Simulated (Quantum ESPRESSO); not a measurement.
# BaTiO3 (P4mm) in Quantum ESPRESSO: further runs

Aim: see how the results for BaTiO3 move with the level of theory and the settings. Levels: HLE16, PBEsol. Tasks: band structure, single point, equation of state.

Everything below comes from runs of Quantum ESPRESSO 7.5. Logs are shortened: lines on timing, memory, paths and dates and some standing lists are left out, and cuts for length are marked.

### Step 1. Starting point

It takes space group P4mm (No. 99, tetragonal). The conventional cell has a = 4.000 Å, b = 4.000 Å, c = 4.018 Å, α = 90.00°, β = 90.00°, γ = 90.00°. Around Ba (site symmetry 4mm) lie 12 O at 2.79 to 2.88 Å. Around Ti (site symmetry 4mm) lie 6 O at 1.89 to 2.13 Å. Around O (site symmetry 2mm) lie 2 Ti at 2.00 Å. O (site symmetry 4mm) has 2 Ti at 1.89 to 2.13 Å as nearest neighbours.

### Step 2. Band structure, HLE16

File pw.in:

```
&CONTROL
  calculation = 'scf'
  prefix = 'pwscf'
  outdir = './tmp'
  pseudo_dir = './pseudo'
  tprnfor = .true.
  tstress = .true.
  disk_io = 'low'
/
&SYSTEM
  ibrav = 0
  nat = 5
  ntyp = 3
  ecutwfc = 84
  nbnd = 28
  input_dft = 'XC-000I-000I-545L-000I-000I-000I'
  occupations = 'smearing'
  smearing = 'fd'
  degauss = 0.00367493
/
&ELECTRONS
  conv_thr = 1d-09
  electron_maxstep = 120
  mixing_beta = 0.5
/
ATOMIC_SPECIES
Ba   137.3270 Ba.upf
Ti    47.8670 Ti.upf
O     15.9990 O.upf
CELL_PARAMETERS angstrom
   3.9998000000    0.0000000000    0.0000000000
   0.0000000000    3.9998000000    0.0000000000
   0.0000000000    0.0000000000    4.0180000000
ATOMIC_POSITIONS crystal
Ba     0.0000000000    0.0000000000    0.0000000000
Ti     0.5000000000    0.5000000000    0.4900000000
O      0.0000000000    0.5000000000    0.5170000000
O      0.5000000000    0.0000000000    0.5170000000
O      0.5000000000    0.5000000000    0.0190000000
K_POINTS automatic
7 7 7 0 0 0
```

File bands.in:

```
&CONTROL
  calculation = 'bands'
  prefix = 'pwscf'
  outdir = './tmp'
  pseudo_dir = './pseudo'
  disk_io = 'low'
  verbosity = 'high'
/
&SYSTEM
  ibrav = 0
  nat = 5
  ntyp = 3
  ecutwfc = 84
  nbnd = 28
  input_dft = 'XC-000I-000I-545L-000I-000I-000I'
  occupations = 'smearing'
  smearing = 'fd'
  degauss = 0.00367493
/
&ELECTRONS
  conv_thr = 1d-08
  electron_maxstep = 120
  mixing_beta = 0.5
  diago_full_acc = .true.
/
ATOMIC_SPECIES
Ba   137.3270 Ba.upf
Ti    47.8670 Ti.upf
O     15.9990 O.upf
CELL_PARAMETERS angstrom
   3.9998000000    0.0000000000    0.0000000000
   0.0000000000    3.9998000000    0.0000000000
   0.0000000000    0.0000000000    4.0180000000
ATOMIC_POSITIONS crystal
Ba     0.0000000000    0.0000000000    0.0000000000
Ti     0.5000000000    0.5000000000    0.4900000000
O      0.0000000000    0.5000000000    0.5170000000
O      0.5000000000    0.0000000000    0.5170000000
O      0.5000000000    0.5000000000    0.0190000000
K_POINTS crystal
60
 0.0000000000  0.0000000000  0.0000000000 1
 0.0000000000  0.1000000000  0.0000000000 1
 0.0000000000  0.2000000000  0.0000000000 1
 0.0000000000  0.3000000000  0.0000000000 1
 0.0000000000  0.4000000000  0.0000000000 1
 0.0000000000  0.5000000000  0.0000000000 1
 0.1000000000  0.5000000000  0.0000000000 1
 0.2000000000  0.5000000000  0.0000000000 1
 0.3000000000  0.5000000000  0.0000000000 1
 0.4000000000  0.5000000000  0.0000000000 1
 0.5000000000  0.5000000000  0.0000000000 1
 0.4375000000  0.4375000000  0.0000000000 1
 0.3750000000  0.3750000000  0.0000000000 1
 0.3125000000  0.3125000000  0.0000000000 1
 0.2500000000  0.2500000000  0.0000000000 1
 0.1875000000  0.1875000000  0.0000000000 1
 0.1250000000  0.1250000000  0.0000000000 1
 0.0625000000  0.0625000000  0.0000000000 1
 0.0000000000  0.0000000000  0.0000000000 1
 0.0000000000  0.0000000000  0.0833333333 1
 0.0000000000  0.0000000000  0.1666666667 1
 0.0000000000  0.0000000000  0.2500000000 1
 0.0000000000  0.0000000000  0.3333333333 1
 0.0000000000  0.0000000000  0.4166666667 1
 0.0000000000  0.0000000000  0.5000000000 1
 0.0000000000  0.0833333333  0.5000000000 1
 0.0000000000  0.1666666667  0.5000000000 1
 0.0000000000  0.2500000000  0.5000000000 1
 0.0000000000  0.3333333333  0.5000000000 1
 0.0000000000  0.4166666667  0.5000000000 1
 0.0000000000  0.5000000000  0.5000000000 1
 0.0833333333  0.5000000000  0.5000000000 1
 0.1666666667  0.5000000000  0.5000000000 1
 0.2500000000  0.5000000000  0.5000000000 1
 0.3333333333  0.5000000000  0.5000000000 1
 0.4166666667  0.5000000000  0.5000000000 1
 0.5000000000  0.5000000000  0.5000000000 1
 0.4444444444  0.4444444444  0.5000000000 1
 0.3888888889  0.3888888889  0.5000000000 1
 0.3333333333  0.3333333333  0.5000000000 1
 0.2777777778  0.2777777778  0.5000000000 1
 0.2222222222  0.2222222222  0.5000000000 1
 0.1666666667  0.1666666667  0.5000000000 1
 0.1111111111  0.1111111111  0.5000000000 1
 0.0555555556  0.0555555556  0.5000000000 1
 0.0000000000  0.0000000000  0.5000000000 1
 0.0000000000  0.5000000000  0.0000000000 1
 0.0000000000  0.5000000000  0.0833333333 1
 0.0000000000  0.5000000000  0.1666666667 1
 0.0000000000  0.5000000000  0.2500000000 1
 0.0000000000  0.5000000000  0.3333333333 1
 0.0000000000  0.5000000000  0.4166666667 1
 0.0000000000  0.5000000000  0.5000000000 1
 0.5000000000  0.5000000000  0.0000000000 1
 0.5000000000  0.5000000000  0.0833333333 1
 0.5000000000  0.5000000000  0.1666666667 1
 0.5000000000  0.5000000000  0.2500000000 1
 0.5000000000  0.5000000000  0.3333333333 1
 0.5000000000  0.5000000000  0.4166666667 1
 0.5000000000  0.5000000000  0.5000000000 1
```

Potentials or basis: PseudoDojo 0.4.1 SR PBE standard.

Command:

```sh
OMP_NUM_THREADS=1 pw.x -in pw.in > pw.out
OMP_NUM_THREADS=1 pw.x -in bands.in > bands.out
```

pw.out:

```text
This program is part of the open-source Quantum ESPRESSO suite
     for quantum simulation of materials; please cite
         "P. Giannozzi et al., J. Phys.:Condens. Matter 21 395502 (2009);
         "P. Giannozzi et al., J. Phys.:Condens. Matter 29 465901 (2017);
         "P. Giannozzi et al., J. Chem. Phys. 152 154105 (2020);
     in publications or presentations arising from this work. More details at

     IMPORTANT: XC functional enforced from input :
     Exchange-correlation= XC-000I-000I-545L-000I-000I-000I
                           (   0   0   0 545   0   0   0)
     Any further DFT definition will be discarded
     Please, verify this is what you really want

     Message from routine setup:
     using ibrav=0 with symmetry is DISCOURAGED, use correct ibrav instead

     G-vector sticks info
     --------------------
     sticks:   dense  smooth     PW     G-vecs:    dense   smooth      PW
     Sum        1533    1533    437                45129    45129    6883

     Using Slab Decomposition

     bravais-lattice index     =            0
     lattice parameter (alat)  =       7.5585  a.u.
     unit-cell volume          =     433.7935 (a.u.)^3
     number of atoms/cell      =            5
     number of atomic types    =            3
     number of electrons       =        40.00
     number of Kohn-Sham states=           28
     kinetic-energy cutoff     =      84.0000  Ry
     charge density cutoff     =     336.0000  Ry
     scf convergence threshold =      1.0E-09
     mixing beta               =       0.5000
     number of iterations used =            8  plain     mixing
     Exchange-correlation= XC-000I-000I-545L-000I-000I-000I
                           (   0   0   0 545   0   0   0)

     celldm(1)=   7.558527  celldm(2)=   0.000000  celldm(3)=   0.000000
     celldm(4)=   0.000000  celldm(5)=   0.000000  celldm(6)=   0.000000

     crystal axes: (cart. coord. in units of alat)
               a(1) = (   1.000000   0.000000   0.000000 )
               a(2) = (   0.000000   1.000000   0.000000 )
               a(3) = (   0.000000   0.000000   1.004550 )

     reciprocal axes: (cart. coord. in units 2 pi/alat)
               b(1) = (  1.000000  0.000000  0.000000 )
               b(2) = (  0.000000  1.000000  0.000000 )
               b(3) = (  0.000000  0.000000  0.995470 )

     PseudoPot. # 1 for Ba read from file:
     Ba.upf
     Pseudo is Norm-conserving + core correction, Zval = 10.0
     Generated using ONCVPSP code by D. R. Hamann
     Using radial grid of 1958 points,  6 beta functions with:
                l(1) =   0
                l(2) =   0
                l(3) =   1
                l(4) =   1
                l(5) =   2
                l(6) =   2

     PseudoPot. # 2 for Ti read from file:
     Ti.upf
     Pseudo is Norm-conserving + core correction, Zval = 12.0
     Generated using ONCVPSP code by D. R. Hamann
     Using radial grid of 1586 points,  6 beta functions with:
                l(1) =   0
                l(2) =   0
                l(3) =   1
                l(4) =   1
                l(5) =   2
                l(6) =   2

     PseudoPot. # 3 for O  read from file:
     O.upf
     Pseudo is Norm-conserving + core correction, Zval =  6.0
     Generated using ONCVPSP code by D. R. Hamann
     Using radial grid of  936 points,  5 beta functions with:
                l(1) =   0
                l(2) =   0
                l(3) =   1
                l(4) =   1
                l(5) =   2

     atomic species   valence    mass     pseudopotential
     Ba               10.00   137.32700     Ba( 1.00)
     Ti               12.00    47.86700     Ti( 1.00)
     O                 6.00    15.99900     O ( 1.00)

      8 Sym. Ops. (no inversion) found

   Cartesian axes

     site n.     atom                  positions (alat units)
         1        Ba     tau(   1) = (   0.0000000   0.0000000   0.0000000  )
         2        Ti     tau(   2) = (   0.5000000   0.5000000   0.4922296  )
[... 44 lines left out ...]
     ethr =  9.99E-04,  avg # of iterations =  1.3
[... 36 lines left out ...]
     total energy              =    -287.50620328 Ry
     estimated scf accuracy    <       0.00000029 Ry

     iteration # 11     ecut=    84.00 Ry     beta= 0.50
     Davidson diagonalization with overlap
     ethr =  7.15E-10,  avg # of iterations =  2.0

     total energy              =    -287.50620346 Ry
     estimated scf accuracy    <       0.00000035 Ry

     iteration # 12     ecut=    84.00 Ry     beta= 0.50
     Davidson diagonalization with overlap
     ethr =  7.15E-10,  avg # of iterations =  1.8

     total energy              =    -287.50620351 Ry
     estimated scf accuracy    <          6.3E-09 Ry

     iteration # 13     ecut=    84.00 Ry     beta= 0.50
     Davidson diagonalization with overlap
     ethr =  1.58E-11,  avg # of iterations =  2.1

     End of self-consistent calculation

          k = 0.0000 0.0000 0.0000 (  5631 PWs)   bands (ev):

   -50.5618 -26.5555 -26.5257 -26.5257 -18.4217  -9.4336  -8.8602  -8.7802
    -3.0496  -3.0496  -3.0422   5.1818   5.2175   5.2175   6.3139   6.3139
     6.4276   7.0020   7.0524   7.0524   9.1486   9.3408   9.3408  10.7207
    10.8600  13.9527  14.0144  16.4317

          k = 0.0000 0.0000 0.1422 (  5622 PWs)   bands (ev):

   -50.5617 -26.5624 -26.5255 -26.5255 -18.4082  -9.4246  -8.8590  -8.7758
    -3.0291  -3.0291  -2.9769   4.8432   5.1841   5.1841   6.1372   6.1372
     6.3205   6.6730   6.9817   6.9817   9.1636   9.5970   9.5970  10.7207
    11.3494  14.2216  14.3475  16.8408

          k = 0.0000 0.0000 0.2844 (  5630 PWs)   bands (ev):

   -50.5614 -26.5779 -26.5249 -26.5249 -18.3777  -9.4625  -8.7878  -8.7657
    -2.9822  -2.9822  -2.8330   4.1114   5.0872   5.0872   5.8291   5.8291
     6.0965   6.1603   6.8385   6.8385   9.1976  10.1032  10.1032  10.7209
    12.1930  14.8416  15.1715  17.9992

          k = 0.0000 0.0000 0.4266 (  5618 PWs)   bands (ev):

   -50.5611 -26.5902 -26.5245 -26.5245 -18.3530  -9.5320  -8.7575  -8.6811
    -2.9436  -2.9436  -2.7200   3.5631   4.9823   4.9823   5.6497   5.6497
     5.8481   5.9307   6.7362   6.7362   9.2253  10.4689  10.4689  10.7214
    12.7290  15.3660  15.9475  16.3543

          k = 0.0000 0.1429 0.0000 (  5614 PWs)   bands (ev):
[... 230 lines left out ...]
          k = 0.4286 0.4286 0.1422 (  5644 PWs)   bands (ev):

   -50.5602 -26.5599 -26.5596 -26.5593 -18.2912  -9.1246  -8.7027  -8.6926
    -3.1422  -3.1305  -2.9160   3.5035   3.6817   4.2610   4.9943   5.1423
     5.3352   6.5239   6.5933   7.2769  10.5350  10.5516  10.8642  12.1512
    14.0272  15.8841  16.5173  16.9844

          k = 0.4286 0.4286 0.2844 (  5650 PWs)   bands (ev):

   -50.5600 -26.5746 -26.5590 -26.5590 -18.2727  -8.9304  -8.6526  -8.6462
    -3.3475  -3.3320  -3.1639   3.5211   3.6858   4.2254   4.6738   5.0971
     5.1095   6.8795   6.9201   7.2911  10.7653  10.7712  10.9212  13.2154
    14.0206  15.6302  16.0039  16.0074

          k = 0.4286 0.4286 0.4266 (  5668 PWs)   bands (ev):

   -50.5597 -26.5866 -26.5585 -26.5584 -18.2578  -8.7533  -8.6336  -8.5991
    -3.4813  -3.4717  -3.3907   3.4718   3.6688   3.6893   4.9381   5.0570
     5.0913   7.1758   7.2018   7.2975  10.9553  10.9624  10.9751  13.9569
    14.0104  15.3619  15.3802  15.4675

     the Fermi energy is     8.2757 ev

!    total energy              =    -287.50620352 Ry
     estimated scf accuracy    <          1.7E-10 Ry
     smearing contrib. (-TS)   =      -0.00000000 Ry
     internal energy E=F+TS    =    -287.50620352 Ry

     The total energy is F=E-TS. E is the sum of the following terms:
     one-electron contribution =     -74.85511640 Ry
     hartree contribution      =      64.67820578 Ry
     xc contribution           =     -70.32933244 Ry
     ewald contribution        =    -206.99996045 Ry

     convergence has been achieved in  13 iterations

     Forces acting on atoms (cartesian axes, Ry/au):

     atom    1 type  1   force =     0.00000000    0.00000000   -0.00410534
     atom    2 type  2   force =     0.00000000    0.00000000   -0.05342120
     atom    3 type  3   force =     0.00000000    0.00000000   -0.00770807
     atom    4 type  3   force =     0.00000000    0.00000000   -0.00770807
     atom    5 type  3   force =     0.00000000    0.00000000    0.07294267

     Total force =     0.091160     Total SCF correction =     0.000005

     Computing stress (Cartesian axis) and pressure

          total   stress  (Ry/bohr**3)                   (kbar)     P=     -205.52
  -0.00140234   0.00000000   0.00000000         -206.29        0.00        0.00
   0.00000000  -0.00140234   0.00000000            0.00     -206.29        0.00
   0.00000000   0.00000000  -0.00138662            0.00        0.00     -203.98

=------------------------------------------------------------------------------=
   JOB DONE.
=------------------------------------------------------------------------------=
```

Wall time 3.4 min (1 thread of Arm Neoverse V1, shared host); peak memory 0.19 GiB.

What came out:

- Free energy: -3911.7212 eV
- Pressure: -20.6 GPa
- Largest force: 1.875 eV/Å
- Band gap on the k mesh: 1.85 eV, indirect (least direct gap 2.10 eV)
- Band gap along the path: 1.77 eV, indirect (least direct gap 2.10 eV)

Forces on the atoms (eV/Å):
```
Ba   0.000  0.000 -0.106
Ti   0.000  0.000 -1.374
O    0.000  0.000 -0.198
O    0.000  0.000 -0.198
O    0.000  0.000  1.875
```

Levels at the corners of the path, in eV from the valence-band top:
| point | band 17 | band 18 | band 19 | band 20 | band 21 | band 22 | band 23 | band 24 |
| --- | --- | --- | --- | --- | --- | --- | --- | --- |
| Γ | -0.95 | -0.37 | -0.32 | -0.32 | 1.77 | 1.96 | 1.96 | 3.34 |
| X | -1.49 | -1.46 | -0.90 | -0.82 | 2.03 | 3.10 | 3.13 | 3.44 |
| M | -1.69 | -0.92 | -0.92 | -0.06 | 3.13 | 3.13 | 3.52 | 4.22 |
| Γ | -0.95 | -0.37 | -0.32 | -0.32 | 1.77 | 1.96 | 1.96 | 3.34 |
| Z | -1.57 | -1.47 | -0.65 | -0.65 | 1.85 | 3.14 | 3.14 | 3.34 |
| R | -1.60 | -0.82 | -0.80 | -0.15 | 3.11 | 3.15 | 3.51 | 4.27 |
| A | -2.28 | -0.10 | -0.10 | 0.00 | 3.65 | 3.65 | 3.66 | 6.71 |
| Z | -1.57 | -1.47 | -0.65 | -0.65 | 1.85 | 3.14 | 3.14 | 3.34 |
| X | -1.49 | -1.46 | -0.90 | -0.82 | 2.03 | 3.10 | 3.13 | 3.44 |
| R | -1.60 | -0.82 | -0.80 | -0.15 | 3.11 | 3.15 | 3.51 | 4.27 |
| M | -1.69 | -0.92 | -0.92 | -0.06 | 3.13 | 3.13 | 3.52 | 4.22 |
| A | -2.28 | -0.10 | -0.10 | 0.00 | 3.65 | 3.65 | 3.66 | 6.71 |

Caveat: the potentials were made for another functional, which shifts forces and pressure; this release of the barium file is off; the potentials were made for a functional far from this one; so large a pressure means that the cell lies far from this level's equilibrium, or that cutoff or potentials fall short; spin-orbit coupling is left out, which moves the levels of the heavy elements.

(Continued in part 2 of 2.)
